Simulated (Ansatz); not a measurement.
## Pd(111) with 4 layers of random Pd-Al, 2x2: scattering by chemical disorder

How strongly does chemical disorder scatter in Pd(111) with 4 layers of random Pd-Al, 2x2?

Method: Ansatz plane-wave DFT, PBE, PAW files; ballistic transport by layer matching (Landauer), zero bias; PAW set soft_1, in Ansatz 0.2.0.

Report form: the programs' logs are mostly left out.

## Step 1: Set-up

The cell holds 40 atoms: 38 Pd and 2 Al. Cell: a = 5.501 Å, b = 5.501 Å, c = 22.514 Å, α = 93.5°, β = 86.5°, γ = 120.0°. It derives from Pd. Regions: lead, 24 atoms (24 Pd); scattering region, 16 atoms (14 Pd and 2 Al). The structure is stacked along c, and the current runs across the ab planes.

## Step 2: With 4 alloy layers

In 4 layers a share of 0.125 of the sites is given to Al at random. The layers about the cell's end stay perfect and serve as the lead. Energies from -0.05 to 0.05 eV in steps of 0.05 eV are too few for the program's thermal sum, so it prints no conductance; for a metal the transmission near the Fermi level serves, at a fraction of the cost.

input.yaml reads:

```yaml
crystal:
  lattice:
    - [5.5010079149, 0.0, 0.0]
    - [-2.7505039575, 4.7640126007, 0.0]
    - [1.3752519787, -0.7940021001, 22.4577707709]
  atoms:
    - { symbol: Pd, position: [0.9916666667, 0.0083333333, 0.05] }
    - { symbol: Pd, position: [0.9916666667, 0.5083333333, 0.05] }
    - { symbol: Pd, position: [0.4916666667, 0.0083333333, 0.05] }
    - { symbol: Pd, position: [0.4916666667, 0.5083333333, 0.05] }
    - { symbol: Pd, position: [0.1416666667, 0.3583333333, 0.15] }
    - { symbol: Pd, position: [0.1416666667, 0.8583333333, 0.15] }
    - { symbol: Pd, position: [0.6416666667, 0.3583333333, 0.15] }
    - { symbol: Pd, position: [0.6416666667, 0.8583333333, 0.15] }
[... 28 atom lines left out ...]
    - { symbol: Pd, position: [0.8416666667, 0.1583333333, 0.95] }
    - { symbol: Pd, position: [0.8416666667, 0.6583333333, 0.95] }
    - { symbol: Pd, position: [0.3416666667, 0.1583333333, 0.95] }
    - { symbol: Pd, position: [0.3416666667, 0.6583333333, 0.95] }
kpoints:
  mp_grid: { grid: [5, 5, 1] }
hamiltonian:
  xc: pbe
  pseudopotentials: { kind: paw, azcp: { folder: soft_1 } }
scf:
  occupations: { method: fermi_dirac, width: 0.1 }
output:
  transmission:
    leads: [[0, 4]]
    kmesh: [10, 10]
    e_range: [-0.05, 0.05]
    de: 0.05
  write_potential: true
  write_density: true
  volumetric_format: npy
```

Started as:

```
ansatz run input.yaml --threads 4 --pin off --max-ram 15360MiB --backend cpu --events-out ev --progress --plain --runs-dir out
```

It took 9.7 min on 4 threads of AMD EPYC 7571, shared host; peak memory 4.6 GiB; 37 min of CPU time.

Numbers from this step:

* free energy: -266050.6959 eV
* energy at zero smearing: -266049.6840 eV
* Fermi energy: 19.22 eV
* cell area: 26.21 Å²
* transmission per spin nearest the Fermi level: 2.319
* open channels per spin nearest the Fermi level: 5.11
* step of the lead's potential: 7 meV

Per spin. Transmission, zone mean against energy, zero at the Fermi level:

| energy (eV) | transmission, zone mean |
| --- | --- |
| -0.0500 | 2.75 |
| 0.0000 | 2.32 |
| 0.0500 | 2.00 |

Per spin. Table of open channels, zone mean, lead by energy, zero at the Fermi level:

| energy (eV) | open channels, zone mean, lead |
| --- | --- |
| -0.0500 | 6.01 |
| 0.0000 | 5.11 |
| 0.0500 | 4.51 |

Transmission over k1 and k2. At 0.0000 eV from the Fermi level.

Ten even steps from '0' (1.33) to '9' (3.98):
```
3641542243
5473233244
2137330022
3523550032
6433535334
3230055325
2220033731
5442332374
3342245146
9352363253
```
Columns: k1 (b1) from -0.5 to 0.4; rows upwards: k2 (b2) from -0.5 to 0.4.

Open channels over k1 and k2. At 0.0000 eV from the Fermi level.

Ten even steps from '_' (3.0) to '@' (10.0):
```
::====::====::..__..
..==::::::::==..____
..::::::..::::::....
::==::..++++..::==::
@@==::::++++++::::==
::::==::..++++..::==
......::::::..::::::
..____..==::::::::==
::..__..::====::====
@@::....::@@::....::
```
Columns: k1 (b1) from -0.5 to 0.4; rows upwards: k2 (b2) from -0.5 to 0.4.

Over the solved energies the transmission per spin lies between 2.00 and 2.75, out of 5.21 channels of the lead on average (up to 6.01).

## Step 3: With 8 alloy layers

In 8 layers a share of 0.125 of the sites is given to Al at random. A fresh draw is used; the growth of the resistance with length is what counts.

System of this step: Pd(111) with 8 layers of random Pd-Al, 2x2. The cell holds 56 atoms: 52 Pd and 4 Al. Its edges and angles: a = 5.501 Å, b = 5.501 Å, c = 31.481 Å, α = 87.5°, β = 92.5°, γ = 120.0°. It derives from Pd. Regions: lead, 24 atoms (24 Pd); scattering region, 32 atoms (28 Pd and 4 Al). The structure is stacked along c, and the current runs across the ab planes.

input.yaml reads:

```yaml
crystal:
  lattice:
    - [5.5010079149, 0.0, 0.0]
    - [-2.7505039575, 4.7640126007, 0.0]
    - [-1.3752519787, 0.7940021001, 31.4408790793]
  atoms:
    - { symbol: Pd, position: [0.005952381, 0.994047619, 0.0357142857] }
    - { symbol: Pd, position: [0.005952381, 0.494047619, 0.0357142857] }
    - { symbol: Pd, position: [0.505952381, 0.994047619, 0.0357142857] }
    - { symbol: Pd, position: [0.505952381, 0.494047619, 0.0357142857] }
    - { symbol: Pd, position: [0.1845238095, 0.3154761905, 0.1071428571] }
    - { symbol: Pd, position: [0.1845238095, 0.8154761905, 0.1071428571] }
    - { symbol: Pd, position: [0.6845238095, 0.3154761905, 0.1071428571] }
    - { symbol: Pd, position: [0.6845238095, 0.8154761905, 0.1071428571] }
[... 44 atom lines left out ...]
    - { symbol: Pd, position: [0.3273809524, 0.1726190476, 0.9642857143] }
    - { symbol: Pd, position: [0.3273809524, 0.6726190476, 0.9642857143] }
    - { symbol: Pd, position: [0.8273809524, 0.1726190476, 0.9642857143] }
    - { symbol: Pd, position: [0.8273809524, 0.6726190476, 0.9642857143] }
kpoints:
  mp_grid: { grid: [5, 5, 1] }
hamiltonian:
  xc: pbe
  pseudopotentials: { kind: paw, azcp: { folder: soft_1 } }
scf:
  occupations: { method: fermi_dirac, width: 0.1 }
output:
  transmission:
    leads: [[0, 4]]
    kmesh: [10, 10]
    e_range: [-0.05, 0.05]
    de: 0.05
  write_potential: true
  write_density: true
  volumetric_format: npy
```

Elapsed: 22 min, on 4 threads; peak memory 8.4 GiB.

This step gave:

| Item | Value |
| --- | --- |
| free energy | -364752.1642 eV |
| energy at zero smearing | -364750.8432 eV |
| Fermi energy | 18.99 eV |
| transmission per spin nearest the Fermi level | 2.110 |
| open channels per spin nearest the Fermi level | 5.47 |
| step of the lead's potential | 13.9 meV |

Per spin. Table of transmission, zone mean by energy, zero at the Fermi level:

| energy (eV) | transmission, zone mean |
| --- | --- |
| -0.0500 | 2.61 |
| 0.0000 | 2.11 |
| 0.0500 | 1.77 |

Over the solved energies the transmission per spin lies between 1.77 and 2.61, out of 5.49 channels of the lead on average (up to 6.44).

## Step 4: With 12 alloy layers

In 12 layers a share of 0.125 of the sites is given to Al at random. A fresh draw is used; the growth of the resistance with length is what counts.

System of this step: Pd(111) with 12 layers of random Pd-Al, 2x2. The cell holds 72 atoms: 66 Pd and 6 Al. Its edges and angles: a = 5.501 Å, b = 5.501 Å, c = 40.424 Å, α = 90.0°, β = 90.0°, γ = 120.0°. It derives from Pd. Regions: lead, 24 atoms (24 Pd); scattering region, 48 atoms (42 Pd and 6 Al). The structure is stacked along c, and the current runs across the ab planes.

input.yaml reads:

```yaml
crystal:
  lattice:
    - [5.5010079149, 0.0, 0.0]
    - [-2.7505039575, 4.7640126007, 0.0]
    - [0.0, 0.0, 40.4239873877]
  atoms:
    - { symbol: Pd, position: [0.0, 0.0, 0.0277777778] }
    - { symbol: Pd, position: [0.0, 0.5, 0.0277777778] }
    - { symbol: Pd, position: [0.5, 0.0, 0.0277777778] }
    - { symbol: Pd, position: [0.5, 0.5, 0.0277777778] }
    - { symbol: Pd, position: [0.1666666667, 0.3333333333, 0.0833333333] }
    - { symbol: Pd, position: [0.1666666667, 0.8333333333, 0.0833333333] }
    - { symbol: Pd, position: [0.6666666667, 0.3333333333, 0.0833333333] }
    - { symbol: Pd, position: [0.6666666667, 0.8333333333, 0.0833333333] }
[... 60 atom lines left out ...]
    - { symbol: Pd, position: [0.3333333333, 0.1666666667, 0.9722222222] }
    - { symbol: Pd, position: [0.3333333333, 0.6666666667, 0.9722222222] }
    - { symbol: Pd, position: [0.8333333333, 0.1666666667, 0.9722222222] }
    - { symbol: Pd, position: [0.8333333333, 0.6666666667, 0.9722222222] }
kpoints:
  mp_grid: { grid: [5, 5, 1] }
hamiltonian:
  xc: pbe
  pseudopotentials: { kind: paw, azcp: { folder: soft_1 } }
scf:
  occupations: { method: fermi_dirac, width: 0.1 }
output:
  transmission:
    leads: [[0, 4]]
    kmesh: [10, 10]
    e_range: [-0.05, 0.05]
    de: 0.05
  write_potential: true
  write_density: true
  volumetric_format: npy
```

It took 58 min on 4 threads; peak memory 9.3 GiB.

Numbers from this step:

```
free energy                                    : -463452.1953 eV
energy at zero smearing                        : -463450.5706 eV
Fermi energy                                   : 18.87 eV
transmission per spin nearest the Fermi level  : 1.393
open channels per spin nearest the Fermi level : 5.23
step of the lead's potential                   : 1.9 meV
```

Per spin. The transmission, zone mean by energy, zero at the Fermi level:

| energy (eV) | transmission, zone mean |
| --- | --- |
| -0.0500 | 1.46 |
| 0.0000 | 1.39 |
| 0.0500 | 1.36 |

Over the solved energies the transmission per spin lies between 1.36 and 1.46, out of 5.32 channels of the lead on average (up to 6.25).

## Step 5: The fit

This step: Ansatz plane-wave DFT, PBE, PAW files; ballistic transport by layer matching (Landauer), zero bias; residual resistivity from the slope of the area resistance, atoms on the host's lattice; PAW set soft_1 (Ansatz 0.2.0).

This step gave:

```yaml
resistivity: 54.95 µΩ cm
intercept: 0.1815 fΩ m²
scatter_about_the_fit: 0.1571 fΩ m²
```

Resistance, by row:

| run | length (Å) | T | channels N | RA (fΩ m²) |
| --- | --- | --- | --- | --- |
| n4 | 8.983 | 2.356 | 5.21 | 0.7862 |
| n8 | 17.97 | 2.165 | 5.493 | 0.9467 |
| n12 | 26.95 | 1.404 | 5.323 | 1.774 |

Area resistance against length of the alloy:

| length of the alloy (Å) | area resistance (fΩ m²) |
| --- | --- |
| 8.98 | 0.786 |
| 17.97 | 0.947 |
| 26.95 | 1.77 |

The area resistance goes from 0.79 to 1.8 fΩ m² between 9.0 and 26.9 Å, a slope of 55 µΩ cm.

By hand from the end points: (1.774 − 0.7862) fΩ m² / (26.95 − 8.98) Å = 55 µΩ cm, since 1 fΩ m² per Å is 1000 µΩ cm.

## Step 6: Results

```json
{
  "resistivity from the slope": "55.0 µΩ cm",
  "area resistance over 8.98 Å": "0.786 fΩ m²",
  "area resistance over 18.0 Å": "0.947 fΩ m²",
  "area resistance over 26.9 Å": "1.77 fΩ m²"
}
```

In words: The slope gives 55 µΩ cm. The points scatter by 0.16 fΩ m² about the line, with one random draw a length in a 2x2 cell, so the slope is a rough value. The lead's own channel count moves between the runs (5.21, 5.49 and 5.32), which shifts RA and the slope too. Read with a model of isotropic scattering on a spherical Fermi surface and the lead's 1.5×10¹⁵ S/m², this slope means a mean free path near 8.9 Å; over these lengths the model's slope is within 3 % of its bulk resistivity. The draw over the shortest length came out nearly ordered, with 8 symmetry operations, so that point is a poor sample of a random alloy. The atoms sit on the host's lattice, so scattering by size misfit is left out.

[Logs are printed without paths, hosts, clocks, repeated set-up lines and the standing remarks that a program may print on its own settings, such as how far it seeks lower states.]

[Hosts, paths, dates, database ids (printed as entryN), source tags and the programs' standing remarks are cut or masked in the printed files.]
